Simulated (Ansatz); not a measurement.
# HgSe: band structure with r2SCAN

HgSe:

```
Hg Se
1.0
     0.00000    3.03900    3.03900
     3.03900    0.00000    3.03900
     3.03900    3.03900    0.00000
Hg Se
1 1
Cartesian
  0.0000 0.0000 0.0000
  4.5585 4.5585 4.5585
```

- Program: Ansatz 0.2.0
- Task: band structure
- Functional: r2SCAN
- Potentials or basis: Ansatz PAW
- Cutoff: 500 eV (not typed: the program's choice for these potentials)
- k mesh: 8 × 8 × 8
- Occupations: fermi-dirac, width 0.05 eV
- Spin: no spin polarisation
- Path: [["G", "X", "W", "K", "G", "L", "U", "W", "L", "K"], ["U", "X"]]
- Points for each segment of the path: 14

```json
{
  "Pressure": "2.9 GPa",
  "Band gap on the k mesh": "none (metal or under the smearing width)"
}
```

Levels at the corners of the path, in eV from the Fermi level:
```
point  band 14  band 15  band 16  band 17  band 18  band 19  band 20  band 21  band 22  band 23
    Γ    -6.71    -6.71    -0.67    -0.05    -0.05    -0.05     5.89     5.89     5.89     8.84
    X    -6.60    -6.32    -5.24    -2.43    -2.43     2.99     3.25     8.85    10.46    10.46
    W    -6.77    -6.07    -5.46    -2.87    -2.55     3.89     5.38     6.57     7.77    10.86
    K    -6.66    -6.16    -5.41    -3.02    -1.99     3.18     4.76     8.29     8.71     8.95
    Γ    -6.71    -6.71    -0.67    -0.05    -0.05    -0.05     5.89     5.89     5.89     8.84
    L    -6.66    -6.37    -5.69    -1.06    -1.06     1.37     6.65     6.65     7.32     9.57
    U    -6.66    -6.16    -5.41    -3.02    -1.99     3.18     4.76     8.29     8.71     8.95
    W    -6.77    -6.07    -5.46    -2.87    -2.55     3.89     5.38     6.57     7.77    10.86
    L    -6.66    -6.37    -5.69    -1.06    -1.06     1.37     6.65     6.65     7.32     9.57
    K    -6.66    -6.16    -5.41    -3.02    -1.99     3.18     4.76     8.29     8.71     8.95
    U    -6.66    -6.16    -5.41    -3.02    -1.99     3.18     4.76     8.29     8.71     8.95
    X    -6.60    -6.32    -5.24    -2.43    -2.43     2.99     3.25     8.85    10.46    10.46
```

Run time: 24 s on 2 threads of Intel(R) Xeon(R) Processor @ 2.50GHz (Skylake/Cascade Lake) (shared host), peak memory 0.51 GiB.

Caveat: spin-orbit coupling is left out, which moves the levels of the heavy elements; the PAW data sets come from PBE, with cores solved anew for the run's functional, which leaves a small shift of forces and pressure.
